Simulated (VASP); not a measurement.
C:

```
C
1.0
     0.00000    1.78337    1.78337
     1.78337    0.00000    1.78337
     1.78337    1.78337    0.00000
C
2
Direct
  0.75000 0.75000 0.75000
  0.50000 0.50000 0.50000
```

This isn't the form of C at room conditions, which is graphite.

Base run:

- Program: VASP 6.6.1
- Functional: BLYP
- Potentials or basis: VASP PAW PBE potentials, release 64 (C)
- Cutoff: 520 eV
- k mesh: 13 × 13 × 13
- Occupations: fermi-dirac, width 0.05 eV
- Spin: no spin polarisation

Its results: band gap on the k mesh 4.47 eV, indirect (least direct gap 5.74 eV).

**Question.** The run is repeated on the same cell with these changes: functional from BLYP to PBE. What comes out?

**Answer.** Band gap on the k mesh 4.14 eV, indirect (least direct gap 5.59 eV).
